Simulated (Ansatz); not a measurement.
Runs of Ansatz 0.2.0 on Cu3Au (Auricupride). The structure is cubic, space group Pm-3m (No. 221). The conventional cell has a = 3.740 Å, b = 3.740 Å, c = 3.740 Å, α = 90.00°, β = 90.00°, γ = 90.00°. Au (site symmetry m-3m) has 12 Cu at 2.64 Å as nearest neighbours. Cu (site symmetry 4/mmm) has 4 Au at 2.64 Å and 8 Cu at 2.64 Å as nearest neighbours. 

```tsv
task	level	spin	cell	k mesh	points for each segment of the path	gap on the mesh (eV)	pressure (GPa)	relaxed volume (Å³/atom)
relaxation of cell and atoms	RPBE	off	relaxed	7 × 7 × 7	-	-	0.0	(b)
band structure	PBEsol	SOC, no magnetisation	as given	5 × 5 × 5	14	none	-3.9	-
relaxation of cell and atoms	PBEsol	off	relaxed	7 × 7 × 7	-	-	0.0	12.79
relaxation of cell and atoms	LDA	off	relaxed	7 × 7 × 7	-	-	0.0	(a)
band structure	LDA	SOC, no magnetisation	as given	5 × 5 × 5	14	none	-9.5	-
```

Alike in all rows: potentials or basis Ansatz PAW; cutoff (eV) 420; smearing fermi-dirac 0.05 eV.

**Question.** Estimate the missing entries.

**Answer.** (a) 12.36; (b) 13.95.

Caveats: the PAW data sets come from PBE, with cores solved anew for the run's functional, which leaves a small shift of forces and pressure; the plane-wave basis is chosen anew once the cell has moved, so the energies of steps on either side of that aren't comparable (some runs).

A k mesh can miss the band edges, and rows without SOC leave out spin-orbit coupling on Au.

A gap of «none» marks a metal or a gap under the smearing width.
